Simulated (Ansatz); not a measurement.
Consider the substitution at a C–C bond: `CCC(C)C` + `CO[SiH](O)F` → `CO[SiH](F)OC` + `CCCC`.

Computed with Ansatz on PBE0-D4/def2-TZVP structures; ΔE is electronic, products minus reactants. CCSD(T)/CBS is the MP2 limit (def2-TZVPP, def2-QZVPP) plus CCSD(T) − MP2 in def2-TZVPP, frozen cores. DFT in def2-TZVPP. One conformer a species, not always the lowest.

`CCC(C)C`:

```xyz
17

C    -1.588    1.333    0.096
C    -0.276    0.873   -0.515
C     0.126   -0.558   -0.163
C     1.364   -0.970   -0.946
C     0.354   -0.742    1.331
H    -1.541    1.369    1.187
H    -1.854    2.334   -0.251
H    -2.406    0.660   -0.178
H     0.533    1.549   -0.208
H    -0.340    0.956   -1.605
H    -0.701   -1.216   -0.464
H     1.643   -2.005   -0.735
H     2.217   -0.336   -0.680
H     1.204   -0.876   -2.023
H    -0.542   -0.524    1.915
H     1.152   -0.079    1.682
H     0.654   -1.768    1.557
```

`CO[SiH](O)F`:

Z-matrix (Å, degrees):
```
C
O 1 1.412
H 1 1.091 2 108.1
H 1 1.095 2 111.2 3 -119.0
H 1 1.094 2 111.3 3 119.4
Si 2 1.623 1 125.5 3 -176.0
F 6 1.595 2 107.9 1 49.5
O 6 1.619 2 108.8 1 170.5
H 6 1.471 2 114.0 1 -68.9
H 8 0.958 6 118.6 2 -39.6
```

`CO[SiH](F)OC`:

Z-matrix (Å, degrees):
```
C
O 1 1.411
H 1 1.094 2 111.3
H 1 1.091 2 108.1 3 -119.5
H 1 1.095 2 111.2 3 121.6
Si 2 1.623 1 125.9 3 -54.7
O 6 1.612 2 108.9 1 169.0
F 6 1.597 2 107.7 1 48.2
H 6 1.471 2 113.8 1 -70.5
C 7 1.413 6 126.6 2 -48.1
H 10 1.094 7 110.9 6 -71.5
H 10 1.091 7 108.0 6 169.5
H 10 1.093 7 111.2 6 50.0
```

`CCCC`:

Cartesian coordinates in Å:
```
C -1.419 -0.053 -1.332
C -0.040 0.178 -0.738
C 0.040 -0.177 0.738
C 1.419 0.052 1.332
H -2.175 0.548 -0.818
H -1.451 0.211 -2.392
H -1.716 -1.101 -1.241
H 0.248 1.228 -0.870
H 0.703 -0.410 -1.290
H -0.250 -1.226 0.871
H -0.702 0.412 1.290
H 1.719 1.100 1.239
H 2.173 -0.551 0.818
H 1.450 -0.210 2.392
```

CCSD(T)/CBS gives +0.64 eV.

(1) Another level gave +0.57 eV. Which?
A. CAM-B3LYP/def2-TZVPP
B. PBE0/def2-TZVPP
C. CCSD(T)/def2-TZVPP
D. MP2/def2-TZVPP

Largest T1 diagnostic among the species: 0.011.

Results:

(1) B. PBE0 0.57, CAM-B3LYP 0.50, CCSD(T)/def2-TZVPP 0.62, MP2/def2-TZVPP 0.69 eV.

Leaving LDA and LC-ωPBE aside and taking each functional with its dispersion term where it has one, the values, not all of them listed here, spread over 0.13 eV, from BLYP-D4 to PBE-QIDH. LDA lies +0.11 eV from PBE without D4. From BLYP to BHLYP (50 % exact exchange), in def2-TZVPP and without D4, ΔE moves by +0.05 eV.

CCSD(T)/CBS has its own doubt, a few kJ/mol and more with outer-core shells, so smaller differences from it don't rank the levels.
